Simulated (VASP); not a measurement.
A run of VASP 6.6.1 is set up as follows.

Contents of INCAR:

```
SYSTEM = Re
  PREC = Accurate
  ENCUT = 520
  EDIFF = 1E-6
  ISMEAR = 1
  SIGMA = 0.1
  LREAL = .FALSE.
  LASPH = .TRUE.
  NELM = 120
  ALGO = Normal
  ISIF = 3
  LWAVE = .FALSE.
  LCHARG = .FALSE.
  GGA = PS
  IBRION = 2
  NSW = 90
  EDIFFG = -0.01
  LATTICE_CONSTRAINTS = .FALSE. .FALSE. .TRUE.
  KPAR = 2
```

File KPOINTS:

```
regular mesh
0
G
  19 19 5
  0 0 0
```

The input POSCAR:

```
Re
1.0
    2.7524278400      0.0000000000      0.0000000000
   -1.3762139200      2.3836724200      0.0000000000
    0.0000000000      0.0000000000     17.7511650800
Re
8
Direct
    0.0000000000      0.0000000000      0.0000000000
    0.3333330000      0.6666670000      0.1250000000
    0.0000000000      0.0000000000      0.2500000000
    0.3333330000      0.6666670000      0.3750000000
    0.0000000000      0.0000000000      0.5000000000
    0.3333330000      0.6666670000      0.6250000000
    0.0000000000      0.0000000000      0.7500000000
    0.3333330000      0.6666670000      0.8750000000
```

Potentials or basis: VASP PAW PBE potentials, release 64 (Re).

The run is started by

```sh
$ cat potpaw_PBE.64/Re/POTCAR > POTCAR
$ mpirun -np 2 vasp_std > vasp.out
```

(1) Estimate the relaxed cell.

(2) What does it give for the relaxed volume?

(3) What does it give for the space group after relaxing (to 0.05 Å)?

## Answers

(1) a = 2.752 Å, b = 2.752 Å, c = 17.759 Å, α = 90.00°, β = 90.00°, γ = 120.00°.

(2) 14.56 Å³/atom.

(3) P6_3/mmc (No. 194).

Caveat: the PAW data sets were made with another functional, which shifts forces and pressure a little.
